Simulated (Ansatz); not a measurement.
SiRu:

```
Ru Si
1.0
     4.70860    0.00000    0.00000
     0.00000    4.70860    0.00000
     0.00000    0.00000    4.70860
Ru Si
4 4
Direct
  0.12941 0.12941 0.12941
  0.37059 0.87059 0.62941
  0.62941 0.37059 0.87059
  0.87059 0.62941 0.37059
  0.83758 0.83758 0.83758
  0.66242 0.16242 0.33758
  0.33758 0.66242 0.16242
  0.16242 0.33758 0.66242
```

The cell comes from a database or a generator and needn't be the stable form of this composition.

Base run:

```yaml
Program: Ansatz 0.2.0
Functional: PBEsol
Potentials_or_basis: Ansatz PAW
Cutoff: 420 eV
Density_cutoff: 1680 eV
k_mesh: 6 × 6 × 6
Occupations: fermi-dirac, width 0.05 eV
Spin: no spin polarisation
```

Its results: band gap on the k mesh 0.27 eV, indirect (least direct gap 0.33 eV); pressure -2.4 GPa; largest force 0.046 eV/Å.

The run is repeated on the same cell with these changes: functional from PBEsol to PBE. What comes out?

Band gap on the k mesh 0.27 eV, indirect (least direct gap 0.33 eV); pressure 4.3 GPa; largest force 0.098 eV/Å.

PBE binds less tightly than PBEsol, so the same cell stands under more pressure.

Caveats: the PAW data sets come from PBE, with cores solved anew for the run's functional, which leaves a small shift of forces and pressure (some runs).

A k mesh can miss the band edges.

Not every run made on this cell is shown here.
